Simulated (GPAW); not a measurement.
V:

```
V
1.0
    -1.51435    1.51435    1.51435
     1.51435   -1.51435    1.51435
     1.51435    1.51435   -1.51435
V
1
Direct
  0.00000 0.00000 0.00000
```

Base run:

- Program: GPAW 26.7.0
- Functional: PBEsol
- Potentials or basis: PAW data sets generated in the run's folder for this functional
- Cutoff: 600 eV
- Basis: pw
- k mesh: 12 × 12 × 12
- Occupations: fermi-dirac, width 0.05 eV
- Spin: collinear spin, ferromagnetic start
- Starting moments: [2.0] μB
- Hubbard terms: V d U = 4 eV

Its results: pressure 15.9 GPa; net moment 1.47 μB per cell; site moments V +1.30 μB.

The run is repeated on the same cell with these changes: hubbard terms from V d U = 4 eV to V d U = 3 eV. What comes out?

Pressure 0.9 GPa; net moment 0.92 μB per cell; site moments V +0.79 μB.

Caveats: the U is typed as a test and isn't derived for this compound.
